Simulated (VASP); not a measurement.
SrO, 4 atoms in the cell. It takes space group P6_3mc (No. 186, hexagonal). The conventional cell has a = 3.746 Å, b = 3.746 Å, c = 5.994 Å, α = 90.00°, β = 90.00°, γ = 120.00°. Around Sr (site symmetry 3m) lie 6 O at 2.53 to 2.75 Å. O (site symmetry 3m) is surrounded by 6 Sr at 2.53 to 2.75 Å. Measurements of this composition are mostly on another form, of space group No. 225. The cell isn't the ideal one: strained and moved within a subgroup.

```yaml
Program: VASP 6.6.1
Task: single point
Functional: PBE
Potentials_or_basis: VASP PAW PBE potentials, release 64 (Sr_sv, O)
Cutoff: 520 eV
k_mesh: 9 × 9 × 6
Occupations: gaussian, width 0.02 eV
Spin: no spin polarisation
Dipole_correction: no
Further_INCAR_settings: ALGO = Normal; EDIFF = 1e-06; NBANDS = 24
```

Potentials or basis: VASP PAW PBE potentials, release 64 (Sr_sv, O).

The run is started by

```console
$ cat potpaw_PBE.64/Sr_sv/POTCAR potpaw_PBE.64/O/POTCAR > POTCAR
$ mpirun -np 1 vasp_std > vasp.out
```

Hardware: 1 thread of AMD EPYC 7R43 64-Core Processor (Zen 3), with other jobs on the host.

**Question.** How long does it take, and how much memory?

**Answer.** Wall time 90 s on 1 thread of AMD EPYC 7R43 64-Core Processor (Zen 3), with other jobs on the host, peak memory 0.18 GiB. Counts: scf iterations 14, k points 48.
